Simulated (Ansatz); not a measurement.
Reaction (ligand exchange at a B–O bond): `BOC(C)=O` + `[CH3][AlH][OH]` → `B[O][AlH][CH3]` + acetic acid

Computed with Ansatz on PBE0-D4/def2-TZVP structures; ΔE is electronic, products minus reactants. CCSD(T)/CBS is the MP2 limit (def2-TZVPP, def2-QZVPP) plus CCSD(T) − MP2 in def2-TZVPP, frozen cores. One conformer a species, not always the lowest.

```
         species  CCSD(T)/CBS(def2) energy (Eh)
      `BOC(C)=O`                     -254.28820
`[CH3][AlH][OH]`                     -358.31021
`B[O][AlH][CH3]`                     -383.73557
       `CC(=O)O`                     -228.87529
```

(1) Work out ΔE.

Largest T1 diagnostic among the species: 0.015.

Answers

(1) ΔE = (-383.73557) + (-228.87529) − (-254.28820) − (-358.31021) = -0.01245 Eh = -0.34 eV.

Leaving LDA and LC-ωPBE aside and taking each functional with its dispersion term where it has one, the values, not all of them listed here, spread over 0.05 eV, from B97M-V to ωB97X-V. In def2-TZVPP, CCSD(T) changes the Hartree–Fock value by +0.08 eV (the triples alone add +0.01 eV) and MP2 by +0.08 eV. At CCSD(T), def2-SVP lies −0.10 eV from the extrapolated value and def2-TZVPP −0.00 eV.
